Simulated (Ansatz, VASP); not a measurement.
One calculation of Ag, two programs

INCAR

```
SYSTEM = Ag
  PREC = Accurate
  ENCUT = 520
  EDIFF = 1E-7
  ISMEAR = 1
  SIGMA = 0.1
  LREAL = .FALSE.
  LASPH = .TRUE.
  NELM = 100
  ALGO = Fast
  ISIF = 2
  LWAVE = .FALSE.
  LCHARG = .FALSE.
  LDIPOL = .TRUE.
  IDIPOL = 3
  DIPOL = 0.5 0.5 0.500
  GGA = PS
  NBANDS = 60
```

Contents of KPOINTS:

```
regular mesh
0
G
  7 7 1
  0 0 0
```

POSCAR

```
Ag
1.0
    2.8663098920      0.0000000000      0.0000000000
    0.0000000000      2.8663098920      0.0000000000
    0.0000000000      0.0000000000     32.2142972920
Ag
9
Direct
    0.0000000000      0.0000000000      0.2483369396
    0.5000000000      0.5000000000      0.3112527047
    0.0000000000      0.0000000000      0.3741684698
    0.5000000000      0.5000000000      0.4370842349
    0.0000000000      0.0000000000      0.5000000000
    0.5000000000      0.5000000000      0.5629157651
    0.0000000000      0.0000000000      0.6258315302
    0.5000000000      0.5000000000      0.6887472953
    0.0000000000      0.0000000000      0.7516630604
```

Input for Ansatz:

```yaml
crystal:
  lattice:
    - [2.866309892, 0.0, 0.0]
    - [0.0, 2.866309892, 0.0]
    - [0.0, 0.0, 32.214297292]
  atoms:
    - { symbol: Ag, position: [0.0, 0.0, 0.2483369396] }
    - { symbol: Ag, position: [0.5, 0.5, 0.3112527047] }
    - { symbol: Ag, position: [0.0, 0.0, 0.3741684698] }
    - { symbol: Ag, position: [0.5, 0.5, 0.4370842349] }
    - { symbol: Ag, position: [0.0, 0.0, 0.5] }
    - { symbol: Ag, position: [0.5, 0.5, 0.5629157651] }
    - { symbol: Ag, position: [0.0, 0.0, 0.6258315302] }
    - { symbol: Ag, position: [0.5, 0.5, 0.6887472953] }
    - { symbol: Ag, position: [0.0, 0.0, 0.7516630604] }
kpoints:
  mp_grid: { grid: [7, 7, 1] }
scf:
  occupations: { method: cold, width: 0.1 }
hamiltonian:
  xc: pbesol
  pseudopotentials: { kind: paw }
output:
  forces: true
  stress: false
  populations: false
efield:
  axis: 3
  dipole_correction: true
```

Alike in both runs: task single point; functional PBEsol; k mesh 7 × 7 × 1; no spin polarisation.

|  | VASP | Ansatz |
| --- | --- | --- |
| version | VASP 6.6.1 | Ansatz 0.2.0 |
| potentials or method | VASP PAW PBE potentials, release 64 (Ag) | plane-wave PAW, scalar-relativistic |
| plane-wave cutoff (eV) | 520 | 420 |
| occupations | methfessel-paxton of order 1, width 0.1 eV | cold, width 0.1 eV |
| valence electrons in the cell | 99 | 171 |

|  | VASP | Ansatz | Ansatz less VASP |
| --- | --- | --- | --- |
| rms of the force components (eV/Å) | 0.052 | 0.051 | -0.0013 |
| work function, face that differs most (eV) | 4.39 | 4.57 | +0.180 |

Atom by atom the forces differ by 0.002 eV/Å (rms over components). The two sets of potentials don't hold the same shells in valence.

Caveats: the PAW data sets were made with another functional, which shifts forces and pressure a little (VASP).
